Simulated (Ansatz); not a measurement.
# TaC: the cost of one run

Computed with Ansatz 0.2.0 (DFT PBEsol, scalar-relativistic, plane waves, PAW, unless a step's input says otherwise).

### Step 1. Starting point

It takes space group Fm-3m (No. 225, cubic). Conventional cell: a = 4.454 Å, b = 4.454 Å, c = 4.454 Å, α = 90.00°, β = 90.00°, γ = 90.00°. Ta (site symmetry m-3m) has 6 C at 2.23 Å as nearest neighbours. C (site symmetry m-3m) has 6 Ta at 2.23 Å as nearest neighbours.

Structure file:

```xyz
2
Lattice="0.0000 2.2270 2.2270 2.2270 0.0000 2.2270 2.2270 2.2270 0.0000" Properties=species:S:1:pos:R:3 pbc="T T T"
Ta    0.0000    0.0000    0.0000
C     2.2270    2.2270    2.2270
```

The cell is taken as given, not relaxed at this level.

### Step 2. The reference: the undisturbed cell on the scan's mesh

The input, input.yaml:

```yaml
crystal:
  lattice:
    - [0.0, 2.227, 2.227]
    - [2.227, 0.0, 2.227]
    - [2.227, 2.227, 0.0]
  atoms:
    - { symbol: Ta, position: [0.0, 0.0, 0.0] }
    - { symbol: C, position: [0.5, 0.5, 0.5] }
basis:
  ecutwfc: 420
kpoints:
  mp_grid: { grid: [18, 18, 18] }
hamiltonian:
  xc: pbesol
scf:
  occupations: { method: gaussian, width: 0.15 }
output:
  forces: true
  stress: true
  eigenvalues: true
  write_density: true
  write_potential: true
  elf: true
  volumetric_format: npy
```

The run is started by

```console
$ ansatz run input.yaml --threads 1 --pin off --max-ram 2560MiB --backend cpu --events-out ev --progress --plain --runs-dir out
```

Q: Estimate wall time and peak memory on 1 thread of AMD EPYC (Zen 3), shared host.

About 9.6 s, with a peak of 0.36 GiB.
